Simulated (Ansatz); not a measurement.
# In2GaP3: the cost of one run

Program: Ansatz 0.2.0. Level of theory: DFT PBE, scalar-relativistic, plane waves, PAW. These are calculated values, not measurements.

### 1 The system as given

It takes space group P-3m1 (No. 164, trigonal). Conventional cell: a = 3.939 Å, b = 3.939 Å, c = 9.649 Å, α = 90.00°, β = 90.00°, γ = 120.00°. In (site symmetry 3m) has 6 P at 2.79 Å as nearest neighbours. Ga (site symmetry -3m) is surrounded by 6 P at 2.79 Å. P (site symmetry -3m) is surrounded by 6 In at 2.79 Å. Around P (site symmetry 3m) lie 3 In at 2.79 Å and 3 Ga at 2.79 Å.

Coordinates:

```cif
data_structure
_symmetry_space_group_name_H-M 'P-3m1'
_symmetry_Int_Tables_number 164
_cell_length_a 3.9392
_cell_length_b 3.9392
_cell_length_c 9.6490
_cell_angle_alpha 90.000
_cell_angle_beta 90.000
_cell_angle_gamma 120.000
_cell_volume 129.66
loop_
_atom_site_label
_atom_site_type_symbol
_atom_site_symmetry_multiplicity
_atom_site_Wyckoff_symbol
_atom_site_fract_x
_atom_site_fract_y
_atom_site_fract_z
_atom_site_occupancy
In1 In 2 d 0.33333 0.66667 0.66667 1
Ga1 Ga 1 a 0.00000 0.00000 0.00000 1
P1 P 1 b 0.00000 0.00000 0.50000 1
P2 P 2 d 0.33333 0.66667 0.16667 1
```

The start is an ordering of an alloy on its end members' structure types: elements ordered on the sites of the InP type, Ga/In on In (P-3m1, No. 164).

### 2 Probe: one point on a coarse mesh

Input file input.yaml:

```yaml
crystal:
  lattice:
    - [3.93917225, 0.0, 0.0]
    - [-1.96958612, 3.41142324, 0.0]
    - [0.0, 0.0, 9.64896202]
  atoms:
    - { symbol: In, position: [0.33333333, 0.66666667, 0.66666667] }
    - { symbol: In, position: [0.66666667, 0.33333333, 0.33333333] }
    - { symbol: Ga, position: [0.0, 0.0, 0.0] }
    - { symbol: P, position: [0.0, 0.0, 0.5] }
    - { symbol: P, position: [0.33333333, 0.66666667, 0.16666667] }
    - { symbol: P, position: [0.66666667, 0.33333333, 0.83333333] }
basis:
  ecutwfc: 420
kpoints:
  mp_grid: { grid: [6, 6, 2] }
hamiltonian:
  xc: pbe
scf:
  occupations: { method: gaussian, width: 0.1 }
  lower_state_search: "off"
output:
  forces: true
  stress: true
  eigenvalues: true
```

Command:

```bash
ansatz run input.yaml --threads 1 --pin off --max-ram 2560MiB --backend cpu --events-out ev --progress --plain --runs-dir out
```

What time and memory should one allow on 1 thread of Arm Neoverse V2, shared host?

About 4.2 s, with a peak of 0.39 GiB.
